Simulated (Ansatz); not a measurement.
# From the elastic tensor of Ge to moduli and sound speeds

These are results of DFT PBEsol, scalar-relativistic, plane waves, PAW in Ansatz, not measurements. Settings: 420 eV plane-wave cutoff, Γ-centred 16×16×16 mesh, Fermi-Dirac smearing of 0.15 eV. No spin polarisation.

The structure is tetragonal, space group I4_1/amd (No. 141). The conventional cell has a = 5.129 Å, b = 5.129 Å, c = 2.795 Å, α = 90.00°, β = 90.00°, γ = 90.00°. Around Ge (site symmetry -4m2) lie 6 Ge at 2.66 to 2.80 Å.

In a metal, frequencies and elastic constants depend on the k mesh and the smearing, soft modes and shear constants most.

Relaxed-ion constants (GPa, on the Cartesian axes of the calculation):
```
128.0  58.8  51.4   0.0   0.0   0.0
 58.8 128.0  51.4   0.0   0.0   0.0
 51.3  51.3 126.5   0.0   0.0   0.0
  0.0   0.0   0.0  45.0   0.0   0.0
  0.0   0.0   0.0   0.0  45.0   0.0
  0.0   0.0   0.0   0.0   0.0  50.0
```

Density 6.562 g/cm³; 2 atoms in 36.76 Å³.

The values that follow are for a polycrystal of randomly turned grains, by Hill's mean where one number stands.

With S = C⁻¹: B_V = (C11+C22+C33+2(C12+C13+C23))/9, G_V = (C11+C22+C33−C12−C13−C23+3(C44+C55+C66))/15, 1/B_R = S11+S22+S33+2(S12+S13+S23), 15/G_R = 4(S11+S22+S33−S12−S13−S23)+3(S44+S55+S66); Hill is their mean. Then v_l = √((B+4G/3)/ρ), v_t = √(G/ρ), v_m = [(2/v_t³+1/v_l³)/3]^(−1/3) and Θ = (ħ/k_B)·v_m·(6π²n/V)^(1/3) for n atoms in the volume V; E = 9BG/(3B+G), ν = (3B−2G)/(2(3B+G)) and A^U = 5G_V/G_R + B_V/B_R − 6.

| Item | Value |
| --- | --- |
| Bulk modulus, Voigt / Reuss / Hill | 78.4 / 78.3 / 78.3 GPa |
| Shear modulus, Voigt / Reuss / Hill | 42.7 / 42.0 / 42.4 GPa |
| Young's modulus | 108 GPa |
| Poisson ratio | 0.271 |
| Pugh ratio B/G | 1.85 (over 1.75, the rule of thumb for ductile) |
| Universal anisotropy index | 0.08 |
| Longitudinal and transverse sound speeds | 4533 and 2541 m/s |
| Debye temperature from the mean sound speed | 319 K |

This form isn't the element's structure at ambient conditions.

Cost: 1 run of about 15 core-minutes, on Arm Neoverse V2 (shared hosts).

The tensor describes the metallic β-Sn form of germanium, and it is positive definite, so this cell resists every small homogeneous strain. Axial stiffness is almost the same along a and c, despite the very different cell lengths. The small universal anisotropy index nevertheless hides a directional contrast in the basal plane: C66, at 50.0 GPa, is well above half the difference between C11 and C12, which makes the orthorhombic distortion of the square base the softest shear.

C12 exceeds C66 and C13 exceeds C44, the reverse of the order in diamond-type germanium. This suggests that bond-bending forces count for less here, as expected when directional sp³ bonds give way to longer, weaker contacts and delocalised electrons in a denser packing. The Pugh ratio lies too close to its threshold to establish ductility, which also depends on dislocation motion and fracture. Stability against phonons of finite wavevector does not follow from the elastic constants.
